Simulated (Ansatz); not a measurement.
**Ta: response to strain**

Aim: deform Ta (zz strain of +2 %) and compute stress, forces and field gradients with LAPW, PAW and all-electron datasets made for the crystal.

Program: Ansatz 0.2.0. Level of theory: DFT PBEsol, scalar-relativistic. These are calculated values, not measurements.

### 1 The starting structure

It takes space group Im-3m (No. 229, cubic). The conventional cell has a = 3.303 Å, b = 3.303 Å, c = 3.303 Å, α = 90.00°, β = 90.00°, γ = 90.00°. Ta (site symmetry m-3m) is surrounded by 8 Ta at 2.86 Å.

Coordinates:

```
CELL_PARAMETERS angstrom
-1.65128 1.65128 1.65128
1.65128 -1.65128 1.65128
1.65128 1.65128 -1.65128
ATOMIC_POSITIONS crystal
Ta 0.00000 0.00000 0.00000
```

### 2 After the deformation

Space group Im-3m before, I4/mmm after.

### 3 All-electron LAPW

Input file input.yaml:

```yaml
crystal:
  lattice:
    - [-1.65128, 1.65128, 1.6843056]
    - [1.65128, -1.65128, 1.6843056]
    - [1.65128, 1.65128, -1.6843056]
  atoms:
    - { symbol: Ta, position: [0.0, 0.0, 0.0] }
kpoints:
  mp_grid: { grid: [15, 15, 15] }
  band_path:
    path:
      - [0.0, 0.0, 0.0]
      - [0.0, 0.0, 0.5]
      - [0.25, 0.25, 0.25]
      - [0.0, 0.5, 0.0]
      - [0.0, 0.0, 0.0]
      - [0.5, 0.5, -0.5]
      - [0.4902921953, 0.5097078047, -0.4902921953]
      - [-0.4902921953, 0.4902921953, 0.4902921953]
      - [0.0, 0.0, 0.0]
    npoints: 5
scf:
  occupations: { method: fermi_dirac, width: 0.05 }
hamiltonian:
  xc: pbesol
  pseudopotentials: { kind: all_electron, lapw: { basis_error: 0.00025 } }
output:
  forces: true
  stress: true
  eigenvalues: true
```

The run is started by

```bash
$ ansatz run input.yaml --threads 1 --pin off --max-ram 3072MiB --backend cpu --events-out ev --progress --plain --runs-dir out
```

Log, shortened:

```text
LAPW: plane waves up to 8.866 Å⁻¹, error target 2.5e-4 eV per atom; small_component_spin mean_spin; Ta in spheres of 1.440 Å, 43 of its electrons in bands, Dirac shells []
[...]
Pseudopotentials: kind: all_electron
Pseudopotential: Ta, LAPW, valence charge 43, Koelling and Harmon's equation, gaussian nucleus
Functional definition: PBEsol
[...]
Crystal: 1 atoms, lattice volume = 18.371 Å³
Basis set: ecut = 299.4899769727482 eV, 217 PW (Γ), exchange–correlation at level 2
Bands: 26, of which v1, the nominal top of the filled ones, is band 22 counted from 1 (21 counted from 0)
Symmetry: 16 space group operations
Space group: I4/mmm (ITA 139), of the structure as read, at distance tolerance 2.6e-5 Å
k-points: 288 of 3375
[...]
SCF iter   1: F=—  HF=-424443.523607 eV  |F-HF|=—  |Δ(HF+E_count)|=         —  Δρ=2.63e-2  dr2=8.46e-2  ethr=1.96e-4  ⟨swp⟩=2.9  Hψ=46262  notcnv=0
[...]
the basis was enlarged: its passes take 996.7 KiB over the memory plan, 1 of 1 planned eigensolver slots
[...]
SCF iter   8: F=-424443.363065 eV  HF=-424443.363065 eV  |F-HF|=3.38e-9  |Δ(HF+E_count)|=   1.92e-8  Δρ=6.62e-6  dr2=3.73e-9  ethr=8.55e-10  ⟨swp⟩=2.0  Hψ=22373  notcnv=0
[...]
NSCF: frozen V_eff on 41 k-points
SCF converged after 8 iterations
Free energy (F): -424443.363065 eV
[...]
E sigma→0 (E₀):  -424443.357516 eV
Entropy (-TS):   -0.011096 eV (-11.096 meV/atom)
Fermi energy:    24.104706 eV
[...]
--- Forces (eV/Å), atoms counted from 1 ---
  atom   1  Ta     0.00000000     0.00000000     0.00000000
[...]
--- Stress (GPa, compression-positive) ---
       -6.940369       0.000000       0.000000
        0.000000      -6.940369      -0.000000
        0.000000      -0.000000      -9.116168
  P = ⅓ Tr σ = -7.6656 GPa (-76.656 kbar)
--- Band table (eV; the first three rows and the last of 288) ---
  k-point 0: bands = ["-369.9180", "-369.9168", "-369.9168", "-191.7047", "-191.7020", "-191.6857", "-191.6853", "-191.6853", "-43.0056", "-8.9748", "-8.9706", "-8.9706", "5.2099", "5.2101", "5.2101", "5.2538", "5.2590", "5.2590", "5.3080", "16.2690", "24.7437", "24.7437", "24.9849", [...]
[...]
```

Run time: 51 s. Hardware: 1 thread of Arm Neoverse V1, shared host; peak memory 0.63 GiB.

This run gives: pressure -7.67 GPa; no gap.

### 4 PAW with frozen cores

Input file input.yaml:

```yaml
crystal:
  lattice:
    - [-1.65128, 1.65128, 1.6843056]
    - [1.65128, -1.65128, 1.6843056]
    - [1.65128, 1.65128, -1.6843056]
  atoms:
    - { symbol: Ta, position: [0.0, 0.0, 0.0] }
kpoints:
  mp_grid: { grid: [15, 15, 15] }
scf:
  occupations: { method: fermi_dirac, width: 0.05 }
hamiltonian:
  xc: pbesol
  pseudopotentials: { kind: paw }
output:
  forces: true
  stress: true
  eigenvalues: true
  efg: { contact_densities: true }
```

The run is started by

```bash
$ ansatz run input.yaml --threads 1 --pin off --max-ram 3072MiB --backend cpu --events-out ev --progress --plain --runs-dir out
```

Log, shortened:

```text
Ta: output.efg is read without spin–orbit coupling, which moves field gradients at and beside such atoms by some per cent and up to a factor of two; PAW files take it under magnetization.noncollinear and magnetization.spin_orbit
[...]
Pseudopotentials: kind: paw
Pseudopotential: Ta, paw, valence charge 13, recommended cutoff 420 eV (normal)
[... 1 set-up line as earlier in the session ...]
[...]
Crystal: 1 atoms, lattice volume = 18.371 Å³
Basis set: ecut = 420 eV, 369 PW (Γ), exchange–correlation on 40×40×40 points (8 copies of the dense FFT grid, shifted against one another)
Bands: 11, of which v1, the nominal top of the filled ones, is band 7 counted from 1 (6 counted from 0)
[... 2 set-up lines as earlier in the session ...]
k-points: 288 of 3375
[...]
SCF converged after 6 iterations
Free energy (F): -9806.484555 eV
[...]
E sigma→0 (E₀):  -9806.479006 eV
Entropy (-TS):   -0.011098 eV (-11.098 meV/atom)
Fermi energy:    18.058116 eV
[...]
--- Forces (eV/Å), atoms counted from 1 ---
  atom   1  Ta    -0.00000000    -0.00000000    -0.00000000
[...]
--- Stress (GPa, compression-positive) ---
       -6.900708       0.000000       0.000000
        0.000000      -6.900708      -0.000000
        0.000000      -0.000000      -9.069415
  P = ⅓ Tr σ = -7.6236 GPa (-76.236 kbar)
--- PAW observables at the nuclei: V_zz in 10²¹ V/m², potentials from the cell's mean, atoms counted from 1 ---
  atom   1  Ta V_zz =    +1.282729   η = 0.0000   by run symmetry: allowed
            electrostatic potential = -14501.001012 V   contact ρ = 8144248.374778 e/Å³
--- Band table (eV; the first three rows and the last of 288) ---
  k-point 0: bands = ["-49.0376", "-15.0071", "-15.0027", "-15.0027", "10.2243", "18.7018", "18.7018", "18.9433", "21.8086", "22.1403", "32.3910"]
[...]
```

It took 4.4 s on 1 thread of Arm Neoverse V1, shared host; peak memory 0.38 GiB.

In short: pressure -7.62 GPa; no gap; Vzz Ta 1.28 (η = 0.00) (10²¹ V/m²).

### 5 Datasets made for this crystal

input.yaml: that of step 4 with these lines changed.

```diff
@@ -13,3 +13,3 @@
   xc: pbesol
-  pseudopotentials: { kind: paw }
+  pseudopotentials: { kind: all_electron, datasets: crystal }
 output:
```

The run is started by

```bash
$ ansatz run input.yaml --threads 1 --pin off --max-ram 3072MiB --backend cpu --events-out ev --progress --plain --runs-dir out
```

Log, shortened:

```text
[...]
Ta: output.efg is read without spin–orbit coupling, which moves field gradients at and beside such atoms by some per cent and up to a factor of two; PAW files take it under magnetization.noncollinear and magnetization.spin_orbit
[...]
[... 1 set-up line as earlier in the session ...]
Pseudopotential: Ta, paw, valence charge 27, recommended cutoff 240 eV (normal), Koelling and Harmon's equation, gaussian nucleus
[... 1 set-up line as earlier in the session ...]
[...]
Crystal: 1 atoms, lattice volume = 18.371 Å³
Basis set: ecut = 240 eV, 149 PW (Γ), exchange–correlation on 30×30×30 points (8 copies of the dense FFT grid, shifted against one another)
Bands: 11, of which v1, the nominal top of the filled ones, is band 7 counted from 1 (6 counted from 0)
[... 2 set-up lines as earlier in the session ...]
k-points: 288 of 3375
[...]
Fermi energy:    24.104725 eV
[...]
  The terms above E_closure are by the made datasets' own strengths, without shells solved beside the bands.
--- Forces (eV/Å), atoms counted from 1 ---
  atom   1  Ta    -0.00000000    -0.00000000     0.00000000
[...]
--- Stress (GPa, compression-positive) ---
       -6.939343       0.000000       0.000000
        0.000000      -6.939343      -0.000000
        0.000000      -0.000000      -9.114508
  P = ⅓ Tr σ = -7.6644 GPa (-76.644 kbar)
  It holds what live shells' own plane waves past their cutoff add
--- PAW observables at the nuclei: V_zz in 10²¹ V/m², potentials from the cell's mean, atoms counted from 1 ---
  atom   1  Ta V_zz =    +1.242567   η = 0.0000   by run symmetry: allowed
            electrostatic potential = -14498.202727 V   contact ρ = 8140270.258615 e/Å³
--- Band table (eV; the first three rows and the last of 288) ---
  k-point 0: bands = ["-43.0056", "-8.9748", "-8.9706", "-8.9706", "16.2691", "24.7437", "24.7437", "24.9849", "27.8503"]
[...]
```

Run time: 26 s. Hardware: 1 thread of Arm Neoverse V1, shared host; peak memory 0.67 GiB.

In short: pressure -7.66 GPa; no gap; Vzz Ta 1.24 (η = 0.00) (10²¹ V/m²).

### 6 Side by side

Stress (GPa, compression positive):

```csv
method,xx,yy,zz,yz,xz,xy
LAPW,-6.94,-6.94,-9.12,0.00,0.00,0.00
PAW,-6.90,-6.90,-9.07,0.00,0.00,0.00
crystal datasets,-6.94,-6.94,-9.11,0.00,0.00,0.00
```

```
          method  pressure (GPa)  Vzz Ta (10²¹ V/m²)  SCF cycles, all passes
            LAPW           -7.67                   –                       8
             PAW           -7.62                1.28                       6
crystal datasets           -7.66                1.24                       7
```

### 7 Summary of results

```
                                 quantity                                              value
                                 pressure  LAPW -7.67, PAW -7.62, crystal datasets -7.66 GPa
largest shear or deviatoric stress (LAPW)                                           1.45 GPa
```

**Reading.** The largest part of the stress beyond the pressure is 1.45 GPa in size, in the zz component. No run of the undeformed cell stands beside it, so the pressure holds what the given cell had before the change. PAW: stress within 0.05 GPa of LAPW. Crystal datasets: stress within 0.01 GPa of LAPW. Spin-orbit coupling is left out, though the cell holds Ta; in elements this heavy it can shift bands and gaps by tenths of an eV.
